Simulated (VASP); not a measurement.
# AlN (P6_3mc) in VASP: Born charges and dielectric tensor with PBE

Aim: the Born charges and dielectric tensor of AlN with PBE.

All numbers are computed with VASP 6.6.1; they aren't measurements. Logs are shortened: lines on timing, memory, paths and dates and some standing lists are left out, and cuts for length are marked.

**The experiment to reproduce.**

“Self-assembly of well-separated AlN nanowires directly on sputtered metallic TiN films”, 2019, arxiv:1910.07391 quotes, for a bulk crystal of AlN at 10 K: band gap 6.034 eV (an exciton energy, a little under the gap).

How close the calculation comes is told below.

**1. Starting point**

Symmetry: P6_3mc, No. 186, hexagonal system. The conventional cell has a = 3.113 Å, b = 3.113 Å, c = 4.981 Å, α = 90.00°, β = 90.00°, γ = 120.00°. Al (site symmetry 3m) has 4 N at 1.89 to 1.90 Å as nearest neighbours. N (site symmetry 3m) has 4 Al at 1.89 to 1.90 Å as nearest neighbours.

**2. Born charges and dielectric tensor, PBE**

INCAR reads:

```
SYSTEM = AlN
PREC = Accurate
ENCUT = 520
EDIFF = 1E-8
ISMEAR = 0
SIGMA = 0.02
LREAL = .FALSE.
LASPH = .TRUE.
NELM = 60
ALGO = Fast
ISIF = 2
LWAVE = .FALSE.
LCHARG = .FALSE.
GGA = PE
LEPSILON = .TRUE.
IBRION = 8
NSW = 1
KPAR = 4
```

KPOINTS reads:

```
regular mesh
0
G
  12 12 6
  0 0 0
```

POSCAR reads:

```
AlN                                     
1.0
    3.1130000000      0.0000000000      0.0000000000
   -1.5565000000      2.6959370800      0.0000000000
    0.0000000000      0.0000000000      4.9810000000
  Al              N             
     2     2
Direct
     0.3333333300000021    0.6666666699999979    0.9990019605625045
     0.6666666699999979    0.3333333300000021    0.4990019605625046
     0.3333333300000021    0.6666666699999979    0.3809980394374980
     0.6666666699999979    0.3333333300000021    0.8809980394374981
```

Potentials or basis: VASP PAW PBE potentials, release 64 (Al, N).

Command:

```console
$ cat potpaw_PBE.64/Al/POTCAR potpaw_PBE.64/N/POTCAR > POTCAR
$ mpirun -np 4 vasp_std > vasp.out
```

OUTCAR:

```text
SYSTEM = AlN
   PREC = Accurate
   ENCUT = 520
   EDIFF = 1E-8
   ISMEAR = 0
   LREAL = .FALSE.
   LASPH = .TRUE.
   NELM = 60
   ISIF = 2
   GGA = PE
   LEPSILON = .TRUE.
   IBRION = 8
   NSW = 1

 ion  position               nearest neighbor table
   1  0.333  0.667  0.999-   4 1.89   4 1.89   4 1.89   3 1.90   2 3.07   2 3.07   2 3.07   2 3.07
                             2 3.07   2 3.07
   2  0.667  0.333  0.499-   3 1.89   3 1.89   3 1.89   4 1.90   1 3.07   1 3.07   1 3.07   1 3.07
                             1 3.07   1 3.07
   3  0.333  0.667  0.381-   2 1.89   2 1.89   2 1.89   1 1.90
   4  0.667  0.333  0.881-   1 1.89   1 1.89   1 1.89   2 1.90

  LATTYP: Found a hexagonal cell.
 ALAT       =     3.1130000000
 C/A-ratio  =     1.6000642467

  Lattice vectors:

 A1 = (   3.1130000000,   0.0000000000,   0.0000000000)
 A2 = (  -1.5565000000,   2.6959370800,   0.0000000000)
 A3 = (   0.0000000000,   0.0000000000,   4.9810000000)

Analysis of symmetry for initial positions (statically):
=====================================================================
 Subroutine PRICEL returns:
 Original cell was already a primitive cell.

 Routine SETGRP: Setting up the symmetry group for a
 hexagonal supercell.

 Subroutine GETGRP returns: Found 12 space group operations
 (whereof  6 operations were pure point group operations)
 out of a pool of 24 trial point group operations.

The static configuration has the point symmetry C_3v.
 The point group associated with its full space group is C_6v.

Analysis of symmetry for dynamics (positions and initial velocities):
=====================================================================
 Subroutine PRICEL returns:
 Original cell was already a primitive cell.

 Routine SETGRP: Setting up the symmetry group for a
 hexagonal supercell.

 Subroutine GETGRP returns: Found 12 space group operations
 (whereof  6 operations were pure point group operations)
 out of a pool of 24 trial point group operations.

The dynamic configuration has the point symmetry C_3v.
 The point group associated with its full space group is C_6v.

 Subroutine INISYM returns: Found 12 space group operations
 (whereof  6 operations are pure point group operations),
 and found     1 'primitive' translations

----------------------------------------------------------------------------------------

                                     Primitive cell

  volume of cell :      41.8028

  direct lattice vectors                    reciprocal lattice vectors
     3.113000000  0.000000000  0.000000000     0.321233537  0.185464269  0.000000000
    -1.556500000  2.695937080  0.000000000     0.000000000  0.370928538  0.000000000
     0.000000000  0.000000000  4.981000000     0.000000000  0.000000000  0.200762899

  length of vectors
     3.113000000  3.112999998  4.981000000     0.370928538  0.370928538  0.200762899

  position of ions in fractional coordinates (direct lattice)
     0.333333330  0.666666670  0.999001961
     0.666666670  0.333333330  0.499001961
[... 559 lines left out ...]
     0.26240  0.00000 -0.00000
     0.00000  0.26240 -0.00000
    -0.00000 -0.00000 -0.39947

[... ionic steps 4 to 9 ...]

--------------------------------------- Ionic step       10  -------------------------------------------

------------------------ aborting loop because EDIFF is reached ----------------------------------------

[... ionic steps 11 to 11 ...]

--------------------------------------- Ionic step       12  -------------------------------------------

 Free energy of the ion-electron system (eV)
  ---------------------------------------------------
  ---------------------------------------------------
  free energy    TOTEN  =        -0.25423288 eV

  energy without entropy =       -0.25423288

------------------------ aborting loop because EDIFF is reached ----------------------------------------

 INTERNAL STRAIN TENSOR  FOR ION    3  DIRECTION 3   (eV/Angst):
 -----------------------------------------------------------------------------
     5.57051  0.00000 -0.00000
     0.00000  5.57051  0.00000
    -0.00000  0.00000-12.39644

 MACROSCOPIC STATIC DIELECTRIC TENSOR (including local field effects in DFT)
 ------------------------------------------------------
           4.434213    -0.000000     0.000000
           0.000000     4.434213     0.000000
           0.000000     0.000000     4.656946
 ------------------------------------------------------

 PIEZOELECTRIC TENSOR (including local field effects)  for field in x, y, z        (e  Angst)
          XX          YY          ZZ          XY          YZ          ZX
  --------------------------------------------------------------------------------
  x     0.00000     0.00000     0.00000     0.00000     0.00000     0.87825
  y    -0.00000     0.00000    -0.00000     0.00000     0.87825     0.00000
  z     0.68465     0.68465    -1.04226     0.00000     0.00000     0.00000

 PIEZOELECTRIC TENSOR (including local field effects)  for field in x, y, z        (C/m^2)
          XX          YY          ZZ          XY          YZ          ZX
  --------------------------------------------------------------------------------
  x     0.00000     0.00000     0.00000     0.00000     0.00000     0.33661
  y    -0.00000     0.00000    -0.00000     0.00000     0.33661     0.00000
  z     0.26240     0.26240    -0.39947     0.00000     0.00000     0.00000

 BORN EFFECTIVE CHARGES (including local field effects) (in |e|, cummulative output)
 ---------------------------------------------------------------------------------
 ion    1
    1     2.51328     0.00000     0.00000
    2     0.00000     2.51328     0.00000
    3     0.00000     0.00000     2.67588
 ion    2
    1     2.51328     0.00000     0.00000
    2     0.00000     2.51328     0.00000
    3    -0.00000    -0.00000     2.67588
 ion    3
    1    -2.51328     0.00000     0.00000
    2     0.00000    -2.51328     0.00000
    3     0.00000     0.00000    -2.67588
 ion    4
    1    -2.51328     0.00000     0.00000
    2     0.00000    -2.51328    -0.00000
    3    -0.00000     0.00000    -2.67588

 INTERNAL STRAIN TENSOR FOR ION    4 for displacements in x,y,z  (eV/Angst):
          X           Y           Z          XY          YZ          ZX
  --------------------------------------------------------------------------------
  x     0.00000     0.00000    -0.00000    10.66653    -0.00000     5.31029
  y    10.66653   -10.66653     0.00000     0.00000     5.35628     0.00000
  z     5.57051     5.57051   -12.39644    -0.00000    -0.00000     0.00000

 SECOND DERIVATIVES (NOT SYMMETRIZED)
 ------------------------------------
               1X          1Y          1Z          2X          2Y          2Z          3X          3Y          3Z          4X          4Y          4Z
  1X   -15.733919    0.000000    0.000000    0.670835   -0.000000    0.000000    1.455768    0.000000   -0.000000   13.607316    0.000000   -0.000000
  1Y    -0.000000  -15.733919    0.000000    0.000000    0.670835    0.000000   -0.000000    1.455768    0.000000    0.000000   13.607316    0.000000
  1Z    -0.000000    0.000000  -21.032164    0.000000   -0.000000    8.418134    0.000000    0.000000    6.489290    0.000000   -0.000000    6.124740
  2X     0.670835   -0.000000   -0.000000  -15.733919    0.000000    0.000000   13.607316   -0.000000    0.000000    1.455768    0.000000    0.000000
  2Y     0.000000    0.670835    0.000000    0.000000  -15.733919    0.000000    0.000000   13.607316    0.000000    0.000000    1.455768    0.000000
  2Z     0.000000    0.000000    8.418134    0.000000   -0.000000  -21.032164   -0.000000    0.000000    6.124740    0.000000    0.000000    6.489290
  3X     1.454812   -0.000000   -0.000000   13.606921    0.000000    0.000000  -15.799857   -0.000000   -0.000000    0.738124   -0.000000   -0.000000
  3Y    -0.000000    1.454812    0.000000    0.000000   13.606921    0.000000    0.000000  -15.799857    0.000000    0.000000    0.738124    0.000000
  3Z     0.000000   -0.000000    6.460293    0.000000    0.000000    6.147795    0.000000    0.000000  -19.709255    0.000000    0.000000    7.101167
  4X    13.606921    0.000000   -0.000000    1.454812   -0.000000   -0.000000    0.738124    0.000000    0.000000  -15.799857   -0.000000    0.000000
  4Y     0.000000   13.606921    0.000000   -0.000000    1.454812    0.000000    0.000000    0.738124    0.000000   -0.000000  -15.799857    0.000000
  4Z     0.000000   -0.000000    6.147795    0.000000    0.000000    6.460293    0.000000   -0.000000    7.101167    0.000000    0.000000  -19.709255

 Eigenvectors and eigenvalues of the dynamical matrix
 ----------------------------------------------------

   1 f  =   21.635392 THz   135.939179 2PiTHz  721.679005 cm-1    89.476753 meV
             X         Y         Z           dx          dy          dz
     -0.000000  1.797291  4.976029     0.000000   -0.000000    0.014948
      1.556500  0.898646  2.485529     0.000000    0.000000   -0.014948
     -0.000000  1.797291  1.897751    -0.000000   -0.000000   -0.706949
      1.556500  0.898646  4.388251    -0.000000    0.000000    0.706949
[... 71 lines left out ...]
  12 f/i=    0.002043 THz     0.012838 2PiTHz    0.068155 cm-1     0.008450 meV
             X         Y         Z           dx          dy          dz
     -0.000000  1.797291  4.976029     0.000000   -0.000000    0.573697
      1.556500  0.898646  2.485529     0.000000   -0.000000    0.573697
     -0.000000  1.797291  1.897751     0.000000   -0.000000    0.413367
      1.556500  0.898646  4.388251     0.000000   -0.000000    0.413367

--------------------------------------------------------------------------------------------------------

 MACROSCOPIC STATIC DIELECTRIC TENSOR IONIC CONTRIBUTION
 ------------------------------------------------------
           3.630607    -0.000000    -0.000000
          -0.000000     3.630607    -0.000000
          -0.000000    -0.000000     4.915564
 ------------------------------------------------------

 ELASTIC MODULI CONTR FROM IONIC RELAXATION (kBar)
 Direction    XX          YY          ZZ          XY          YZ          ZX
 --------------------------------------------------------------------------------
 XX        -722.0878    344.0740    420.6163      0.0000      0.0000     -0.0000
 YY         344.0740   -722.0878    420.6163     -0.0000     -0.0000      0.0000
 ZZ         420.6163    420.6163   -936.0405     -0.0000     -0.0000     -0.0000
 XY           0.0000     -0.0000     -0.0000   -533.0809     -0.0000     -0.0000
 YZ           0.0000     -0.0000     -0.0000     -0.0000   -133.0596      0.0000
 ZX          -0.0000      0.0000     -0.0000     -0.0000      0.0000   -140.8395
 --------------------------------------------------------------------------------

 PIEZOELECTRIC TENSOR IONIC CONTR  for field in x, y, z        (C/m^2)
          XX          YY          ZZ          XY          YZ          ZX
  --------------------------------------------------------------------------------
  x    -0.00000     0.00000    -0.00000     0.00000     0.00000    -0.67286
  y     0.00000     0.00000    -0.00000    -0.00000    -0.65401     0.00000
  z    -0.90698    -0.90698     2.01840     0.00000     0.00000     0.00000
```

Wall time 3.1 min (4 MPI ranks of Intel Xeon 6975P-C (Granite Rapids), shared host); peak memory 0.57 GiB.

What came out:

| Quantity | Value |
| --- | --- |
| Band gap on the k mesh | 4.19 eV, direct |
| Electronic dielectric tensor (diagonal) | 4.43, 4.43, 4.66 |
| Born charges (mean of the diagonal) | Al +2.57; N -2.57 e |
| Highest phonon frequency at Γ, LO-TO splitting left out | 722 cm⁻¹ |

Phonon frequencies in cm⁻¹ (negative: imaginary):
```
              q point                                frequencies
(0.000, 0.000, 0.000)  0 0 0 237 237 545 610 656 656 667 667 722
```

Electronic dielectric tensor:
```
4.43 0.00 0.00
0.00 4.43 0.00
0.00 0.00 4.66
```

Born effective charge tensors (e):
atom 1, Al
```
2.51 0.00 0.00
0.00 2.51 0.00
0.00 0.00 2.68
```
atom 2, Al
```
2.51 0.00 0.00
0.00 2.51 0.00
0.00 0.00 2.68
```
atom 3, N
```
-2.51  0.00  0.00
 0.00 -2.51  0.00
 0.00  0.00 -2.68
```
atom 4, N
```
-2.51  0.00  0.00
 0.00 -2.51  0.00
 0.00  0.00 -2.68
```

**3. How close it comes**

Step 2. A measured gap of AlN is 6.034 eV (an exciton energy, a little under the gap; 10 K; quoted in “Self-assembly of well-separated AlN nanowires directly on sputtered metallic TiN films”, 2019, arxiv:1910.07391); the calculated 4.19 eV misses it by -1.84 eV. 2 values of this kind are on record (6.034 to 6.0343 eV); this one was drawn at random. The value is that of PBE on a finite k mesh, which can miss the band edges, without temperature or zero-point motion. Semilocal functionals fall short of measured gaps as a rule.
